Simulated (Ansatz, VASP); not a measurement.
**InP: VASP beside Ansatz**

Aim: how closely do two programs agree when they are given the same cell, functional and k mesh? The cell is taken from a series of runs on this material, whose earlier steps may have relaxed, scaled, displaced or heated it; both programs get it as it stands.

Program: Ansatz 0.2.0. Level of theory: plane waves, with VASP 6.6.1 beside it; relaxation of cell and atoms at PBEsol. Results are calculated unless marked as measured.

## Step 1: Set-up

Symmetry: F-43m, No. 216, cubic system. The conventional cell has a = 5.869 Å, b = 5.869 Å, c = 5.869 Å, α = 90.00°, β = 90.00°, γ = 90.00°. Nearest to In lie 4 P at 2.54 Å. P has 4 In at 2.54 Å nearest. Farther neighbours are not listed.

As a file:

```xyz
16
Lattice="0.0000 5.8690 5.8690 5.8690 0.0000 5.8690 5.8690 5.8690 0.0000" Properties=species:S:1:pos:R:3 pbc="T T T"
In    0.0000    0.0000    0.0000
In    2.9345    2.9345    0.0000
In    2.9345    0.0000    2.9345
In    5.8690    2.9345    2.9345
In    0.0000    2.9345    2.9345
In    2.9345    5.8690    2.9345
In    2.9345    2.9345    5.8690
In    5.8690    5.8690    5.8690
P     4.4017    4.4017    4.4017
P     7.3362    7.3362    4.4017
P     7.3362    4.4017    7.3362
P    10.2707    7.3362    7.3362
P     4.4017    7.3362    7.3362
P     7.3362   10.2707    7.3362
P     7.3362    7.3362   10.2707
P    10.2707   10.2707   10.2707
```

## Step 2: VASP: relaxation of cell and atoms, PBEsol

The relaxed volume is the usual yardstick between codes: in a stiff, nearly cubic crystal its relative difference is about their pressure difference at one cell divided by the bulk modulus.

Lines of VASP's logs that name or quote its potential files are left out, and so is its time.

The input, INCAR:

```
SYSTEM = InP
PREC = Accurate
ENCUT = 500
EDIFF = 1E-07
NELM = 120
ISMEAR = -1
SIGMA = 0.02
LREAL = .FALSE.
ALGO = Normal
GGA = PS
NBANDS = 89
LORBIT = 11
LWAVE = .FALSE.
LCHARG = .FALSE.
ISIF = 3
IBRION = 2
NSW = 80
EDIFFG = -0.005
LASPH = .TRUE.
GGA_COMPAT = .FALSE.
NELMIN = 4
EFERMI = MIDGAP
KPAR = 4
```

The input, POSCAR:

```
InP
1.0
    0.0000000000      5.8690000000      5.8690000000
    5.8690000000      0.0000000000      5.8690000000
    5.8690000000      5.8690000000      0.0000000000
In P
8 8
Direct
    0.0000000000      0.0000000000      0.0000000000
    0.0000000000      0.0000000000      0.5000000000
    0.0000000000      0.5000000000      0.0000000000
    0.0000000000      0.5000000000      0.5000000000
    0.5000000000      0.0000000000      0.0000000000
    0.5000000000      0.0000000000      0.5000000000
    0.5000000000      0.5000000000      0.0000000000
    0.5000000000      0.5000000000      0.5000000000
    0.3750000000      0.3750000000      0.3750000000
    0.3750000000      0.3750000000      0.8750000000
    0.3750000000      0.8750000000      0.3750000000
    0.3750000000      0.8750000000      0.8750000000
    0.8750000000      0.3750000000      0.3750000000
    0.8750000000      0.3750000000      0.8750000000
    0.8750000000      0.8750000000      0.3750000000
    0.8750000000      0.8750000000      0.8750000000
```

The input, KPOINTS:

```
Automatic mesh
0
Gamma
4 4 4
0 0 0
```

The projector-augmented-wave data sets are In_d and P (PBE family, release 64).

The run is started by

```
$ mpirun -np 4 vasp_std
```

Numbers of over 12 decimals in the logs are rounded to 6 here.

The program printed:

```text
[banner, memory and clock lines left out]
running    4 mpi-ranks, on    1 nodes
 distrk:  each k-point on    1 cores,    4 groups
 distr:  one band on    1 cores,    1 groups

 POSCAR found type information on POSCAR InP
 POSCAR found :  2 types and      16 ions
|                                                                             |
|               ----> ADVICE to this user running VASP <----                  |
|                                                                             |
|     You enforced a specific xc type in the INCAR file but a different       |
|     [... a line on the potential file left out ...]
|     I HOPE YOU KNOW WHAT YOU ARE DOING!                                     |
|                                                                             |

 LDA part: xc-table for (Slater+PW92), standard interpolation
 POSCAR, INCAR and KPOINTS ok, starting setup
 FFT: planning ... GRIDC
 FFT: planning ... GRID_SOFT
 FFT: planning ... GRID
 WAVECAR not read
 entering main loop
       N       E                     dE             d eps       ncg     rms          rms(c)
DAV:   1     0.154716999877E+04    0.15472E+04   -0.60447E+04  1424   0.181E+03
DAV:   2     0.193537800306E+03   -0.13536E+04   -0.13140E+04  1424   0.502E+02
DAV:   3    -0.553034998194E+02   -0.24884E+03   -0.23640E+03  1595   0.218E+02
DAV:   4    -0.755648181707E+02   -0.20261E+02   -0.20023E+02  1768   0.609E+01
DAV:   5    -0.764309588025E+02   -0.86614E+00   -0.86343E+00  2048   0.120E+01    0.171E+01
DAV:   6    -0.734817861640E+02    0.29492E+01   -0.59820E+00  1895   0.189E+01    0.878E+00
DAV:   7    -0.732679602933E+02    0.21383E+00   -0.26890E+00  2159   0.576E+00    0.299E+00
DAV:   8    -0.732471013037E+02    0.20859E-01   -0.49669E-01  1878   0.462E+00    0.131E+00
DAV:   9    -0.732364373238E+02    0.10664E-01   -0.10343E-01  1879   0.274E+00    0.756E-01
DAV:  10    -0.732360266719E+02    0.41065E-03   -0.13046E-02  2053   0.853E-01    0.153E-01
DAV:  11    -0.732362106702E+02   -0.18400E-03   -0.11909E-03  1896   0.137E-01    0.984E-02
DAV:  12    -0.732363120535E+02   -0.10138E-03   -0.31433E-04  2055   0.634E-02    0.217E-01
DAV:  13    -0.732362313647E+02    0.80689E-04   -0.59324E-04  1831   0.103E-01    0.603E-02
DAV:  14    -0.732362381471E+02   -0.67824E-05   -0.53462E-05  1662   0.210E-02    0.393E-02
DAV:  15    -0.732362364590E+02    0.16882E-05   -0.30424E-06  1879   0.754E-03    0.299E-02
DAV:  16    -0.732362356447E+02    0.81424E-06   -0.57896E-07  1374   0.292E-03    0.195E-02
DAV:  17    -0.732362350065E+02    0.63824E-06   -0.24246E-07  1093   0.425E-03    0.917E-03
DAV:  18    -0.732362351327E+02   -0.12621E-06   -0.97226E-08   901   0.177E-03    0.618E-03
DAV:  19    -0.732362353090E+02   -0.17627E-06   -0.24812E-08   877   0.101E-03    0.328E-03
DAV:  20    -0.732362353880E+02   -0.78991E-07   -0.40284E-08   877   0.155E-03
   1 F= -.73236235E+02 E0= -.73236235E+02  d E =-.732362E+02
 curvature:   0.00 expect dE= 0.000E+00 dE for cont linesearch  0.000E+00
 trial: gam= 0.00000 g(F)=  0.247E-46 g(S)=  0.540E-02 ort = 0.000E+00 (trialstep = 0.100E+01)
 search vector abs. value=  0.540E-02
 bond charge predicted
       N       E                     dE             d eps       ncg     rms          rms(c)
DAV:   1    -0.732998316347E+02   -0.63596E-01   -0.16724E+00  1922   0.118E+01    0.164E+00
DAV:   2    -0.732471991411E+02    0.52632E-01   -0.12102E-01  1924   0.365E+00    0.597E-01
DAV:   3    -0.732378140216E+02    0.93851E-02   -0.32915E-02  2076   0.171E+00    0.334E-01
DAV:   4    -0.732379014880E+02   -0.87466E-04   -0.13547E-03  1503   0.174E-01    0.326E-01
DAV:   5    -0.732378454555E+02    0.56032E-04   -0.52493E-05  1817   0.348E-02    0.294E-01
DAV:   6    -0.732375298942E+02    0.31556E-03   -0.49030E-04  1477   0.920E-02    0.303E-01
DAV:   7    -0.732375218991E+02    0.79952E-05   -0.52422E-05  1667   0.253E-02    0.177E-01
DAV:   8    -0.732375515230E+02   -0.29624E-04   -0.49918E-05  1819   0.551E-02    0.333E-01
DAV:   9    -0.732374911888E+02    0.60334E-04   -0.21501E-04  1810   0.130E-01    0.203E-02
DAV:  10    -0.732374922241E+02   -0.10352E-05   -0.13082E-05  1496   0.133E-02    0.959E-03
DAV:  11    -0.732374936634E+02   -0.14393E-05   -0.17167E-06  1836   0.104E-02    0.348E-02
DAV:  12    -0.732374932805E+02    0.38286E-06   -0.28118E-06  1835   0.153E-02    0.894E-03
DAV:  13    -0.732374932665E+02    0.14077E-07   -0.16616E-07   893   0.150E-03
   2 F= -.73237493E+02 E0= -.73237493E+02  d E =-.125788E-02
 trial-energy change:   -0.001258  1 .order   -0.001293   -0.005404    0.002819
 step:   0.6514(harm=  0.6572)  dis= 0.00000  next Energy=   -73.237986 (dE=-0.175E-02)
 bond charge predicted
       N       E                     dE             d eps       ncg     rms          rms(c)
DAV:   1    -0.732455683036E+02   -0.80750E-02   -0.20175E-01  1922   0.404E+00    0.577E-01
DAV:   2    -0.732390941379E+02    0.64742E-02   -0.14937E-02  1923   0.130E+00    0.207E-01
DAV:   3    -0.732379857093E+02    0.11084E-02   -0.38993E-03  2076   0.588E-01    0.118E-01
DAV:   4    -0.732379988579E+02   -0.13149E-04   -0.16070E-04  1500   0.596E-02    0.116E-01
DAV:   5    -0.732379970827E+02    0.17752E-05   -0.58845E-06  1838   0.116E-02    0.108E-01
DAV:   6    -0.732379924856E+02    0.45971E-05   -0.75570E-05  1478   0.364E-02    0.144E-01
DAV:   7    -0.732379936977E+02   -0.12120E-05   -0.79012E-06  1416   0.810E-03    0.819E-02
DAV:   8    -0.732379988080E+02   -0.51103E-05   -0.78058E-06  1843   0.215E-02    0.146E-01
DAV:   9    -0.732379928773E+02    0.59307E-05   -0.24768E-05  1810   0.443E-02    0.175E-02
DAV:  10    -0.732379930758E+02   -0.19850E-06   -0.26473E-06  2028   0.684E-03    0.588E-03
DAV:  11    -0.732379929148E+02    0.16105E-06   -0.23459E-07   936   0.404E-03    0.175E-02
DAV:  12    -0.732379924566E+02    0.45815E-06   -0.43340E-07  1199   0.724E-03    0.791E-03
DAV:  13    -0.732379925828E+02   -0.12621E-06   -0.13146E-07   810   0.193E-03    0.171E-03
DAV:  14    -0.732379925945E+02   -0.11698E-07   -0.43859E-08   718   0.148E-03
   3 F= -.73237993E+02 E0= -.73237993E+02  d E =-.175721E-02
 curvature:  -0.33 expect dE=-0.117E-06 dE for cont linesearch -0.117E-06
 trial: gam= 0.00000 g(F)=  0.128E-45 g(S)=  0.355E-06 ort =-0.438E-04 (trialstep = 0.930E+00)
 search vector abs. value=  0.355E-06
 reached required accuracy - stopping structural energy minimisation
```

From OUTCAR (step 2):

```text
ion  position               nearest neighbor table
   1  0.000  0.000  0.000-  12 2.54  14 2.54  15 2.54  16 2.54
   2  0.000  0.000  0.500-  11 2.54  13 2.54  15 2.54  16 2.54
   3  0.000  0.500  0.000-  10 2.54  13 2.54  14 2.54  16 2.54
   4  0.000  0.500  0.500-   9 2.54  13 2.54  14 2.54  15 2.54
   5  0.500  0.000  0.000-  10 2.54  11 2.54  12 2.54  16 2.54
   6  0.500  0.000  0.500-   9 2.54  11 2.54  12 2.54  15 2.54
   7  0.500  0.500  0.000-   9 2.54  10 2.54  12 2.54  14 2.54
   8  0.500  0.500  0.500-   9 2.54  10 2.54  11 2.54  13 2.54
   9  0.375  0.375  0.375-   4 2.54   6 2.54   7 2.54   8 2.54
  10  0.375  0.375  0.875-   3 2.54   5 2.54   7 2.54   8 2.54
  11  0.375  0.875  0.375-   2 2.54   5 2.54   6 2.54   8 2.54
  12  0.375  0.875  0.875-   1 2.54   5 2.54   6 2.54   7 2.54
  13  0.875  0.375  0.375-   2 2.54   3 2.54   4 2.54   8 2.54
  14  0.875  0.375  0.875-   1 2.54   3 2.54   4 2.54   7 2.54
  15  0.875  0.875  0.375-   1 2.54   2 2.54   4 2.54   6 2.54
  16  0.875  0.875  0.875-   1 2.54   2 2.54   3 2.54   5 2.54

  LATTYP: Found a face centered cubic cell.
 ALAT       =    11.7380000000

 Subroutine GETGRP returns: Found 24 space group operations
 (whereof 24 operations were pure point group operations)

The static configuration has the point symmetry T_d .

 Found      8 irreducible k-points:

   k-points           NKPTS =      8   k-points in BZ     NKDIM =      8   number of bands    NBANDS=     89

   dimension x,y,z NGX =    64 NGY =   64 NGZ =   64
   dimension x,y,z NGXF=   128 NGYF=  128 NGZF=  128

   ENCUT  =  500.0 eV  36.75 Ry    6.06 a.u.  15.13 15.13 15.13*2*pi/ulx,y,z

   NELECT =     144.0000    total number of electrons

 k-points in reciprocal lattice and weights: Automatic mesh
   0.00000000  0.00000000  0.00000000       0.016
   0.25000000  0.00000000  0.00000000       0.125
   0.50000000  0.00000000  0.00000000       0.062
   0.25000000  0.25000000  0.00000000       0.094
   0.50000000  0.25000000  0.00000000       0.375
  -0.25000000  0.25000000  0.00000000       0.188
   0.50000000  0.50000000  0.00000000       0.047
  -0.25000000  0.50000000  0.25000000       0.094

 average (electrostatic) potential at core
       1 -95.5763       2 -95.5763       3 -95.5763       4 -95.5763       5 -95.5763
       6 -95.5763       7 -95.5763       8 -95.5763       9 -82.8383      10 -82.8383
      11 -82.8383      12 -82.8383      13 -82.8383      14 -82.8383      15 -82.8383
      16 -82.8383

 E-fermi :   5.2933

 k-point     1 :       0.0000    0.0000    0.0000
  band No.  band energies     occupation
    ...
     68       4.0253      2.00000
     69       4.0253      2.00000
     70       4.9982      2.00000
     71       4.9982      2.00000
     72       4.9982      2.00000
     73       5.5665      0.00000
     74       6.3780      0.00000
     75       6.3780      0.00000
     76       6.3780      0.00000
     77       6.3780      0.00000
    ...

 k-point     2 :       0.2500    0.0000    0.0000
  band No.  band energies     occupation
    ...
     68       3.7694      2.00000
     69       4.1368      2.00000
     70       4.1368      2.00000
     71       4.8110      2.00000
     72       4.8110      2.00000
     73       6.4698      0.00000
     74       6.5439      0.00000
     75       6.9798      0.00000
     76       6.9798      0.00000
     77       6.9798      0.00000
    ...

 k-point     3 :       0.5000    0.0000    0.0000
  band No.  band energies     occupation
    ...
     68       3.2549      2.00000
     69       4.4391      2.00000
     70       4.4391      2.00000
     71       4.4391      2.00000
     72       4.4391      2.00000
     73       6.6775      0.00000
     74       6.6775      0.00000
     75       7.4483      0.00000
     76       7.4483      0.00000
     77       7.4483      0.00000
    ...

  Total       -0.0062679     -0.0062679     -0.0062679      0.0000000     -0.0000000      0.0000000
  in kB       -0.0247250     -0.0247250     -0.0247250      0.0000000     -0.0000000      0.0000000
  external PRESSURE =      -0.0247250 kB  Pullay stress =       0.0000000 kB

  energy-cutoff  :      500.00
  volume of cell :      406.16
      direct lattice vectors                 reciprocal lattice vectors
     0.000000000  5.877910434  5.877910434    -0.085064243  0.085064243  0.085064243
     5.877910434  0.000000000  5.877910434     0.085064243 -0.085064243  0.085064243
     5.877910434  5.877910434  0.000000000     0.085064243  0.085064243 -0.085064243

 POSITION                                       TOTAL-FORCE (eV/Angst)
 -----------------------------------------------------------------------------------
      0.00000      0.00000      0.00000        -0.000000     -0.000000     -0.000000
      2.93896      2.93896      0.00000        -0.000000     -0.000000     -0.000000
      2.93896      0.00000      2.93896        -0.000000     -0.000000     -0.000000
      5.87791      2.93896      2.93896        -0.000000     -0.000000     -0.000000
      0.00000      2.93896      2.93896        -0.000000     -0.000000     -0.000000
      2.93896      5.87791      2.93896        -0.000000     -0.000000     -0.000000
      2.93896      2.93896      5.87791        -0.000000     -0.000000     -0.000000
      5.87791      5.87791      5.87791        -0.000000     -0.000000     -0.000000
      4.40843      4.40843      4.40843         0.000000      0.000000      0.000000
      7.34739      7.34739      4.40843         0.000000      0.000000      0.000000
      7.34739      4.40843      7.34739         0.000000      0.000000      0.000000
     10.28634      7.34739      7.34739         0.000000      0.000000      0.000000
      4.40843      7.34739      7.34739         0.000000      0.000000      0.000000
      7.34739     10.28634      7.34739         0.000000      0.000000      0.000000
      7.34739      7.34739     10.28634         0.000000      0.000000      0.000000
     10.28634     10.28634     10.28634         0.000000      0.000000      0.000000
 -----------------------------------------------------------------------------------
    total drift:                                0.000000      0.000000      0.000000

  FREE ENERGIE OF THE ION-ELECTRON SYSTEM (eV)
  ---------------------------------------------------
  free  energy   TOTEN  =       -73.2379925945 eV

  energy  without entropy=      -73.2379925723  energy(sigma->0) =      -73.23799258

 reached required accuracy - stopping structural energy minimisation

 total charge
# of ion       s       p       d       tot
------------------------------------------
    1        0.829   0.766   9.899  11.495
    2        0.829   0.766   9.899  11.495
    3        0.829   0.766   9.899  11.495
    4        0.829   0.766   9.899  11.495
    5        0.829   0.766   9.899  11.495
    6        0.829   0.766   9.899  11.495
    7        0.829   0.766   9.899  11.495
    8        0.829   0.766   9.899  11.495
    9        1.029   1.473   0.000   2.502
   10        1.029   1.473   0.000   2.502
   11        1.029   1.473   0.000   2.502
   12        1.029   1.473   0.000   2.502
   13        1.029   1.473   0.000   2.502
   14        1.029   1.473   0.000   2.502
   15        1.029   1.473   0.000   2.502
   16        1.029   1.473   0.000   2.502
--------------------------------------------------
tot         14.861  17.919  79.194 111.974

[... 3 further parts left out ...]
```

CONTCAR:

```
InP
   1.00000000000000
     0.0000000000000000    5.8779104335107331    5.8779104335107331
     5.8779104335107331    0.0000000000000000    5.8779104335107331
     5.8779104335107331    5.8779104335107331    0.0000000000000000
  In              P
     8     8
Direct
     0.0000000000000000    0.0000000000000000    0.0000000000000000
     0.0000000000000000    0.0000000000000000    0.5000000000000000
     0.0000000000000000    0.5000000000000000    0.0000000000000000
     0.0000000000000000    0.5000000000000000    0.5000000000000000
     0.5000000000000000    0.0000000000000000    0.0000000000000000
     0.5000000000000000    0.0000000000000000    0.5000000000000000
     0.5000000000000000    0.5000000000000000    0.0000000000000000
     0.5000000000000000    0.5000000000000000    0.5000000000000000
     0.3750000000000000    0.3750000000000000    0.3750000000000000
     0.3750000000000000    0.3750000000000000    0.8750000000000000
     0.3750000000000000    0.8750000000000000    0.3750000000000000
     0.3750000000000000    0.8750000000000000    0.8750000000000000
     0.8750000000000000    0.3750000000000000    0.3750000000000000
     0.8750000000000000    0.3750000000000000    0.8750000000000000
     0.8750000000000000    0.8750000000000000    0.3750000000000000
     0.8750000000000000    0.8750000000000000    0.8750000000000000
```

[end of part 1 of 2]

[Lines on the potential files, build, host, timing and source positions are cut from VASP's logs without a mark.]

[Logs are printed without paths, hosts, clocks, repeated set-up lines and the standing remarks that a program may print on its own settings, such as how far it seeks lower states.]

[Hosts, paths, dates, database ids (printed as entryN), source tags and the programs' standing remarks are cut or masked in the printed files.]
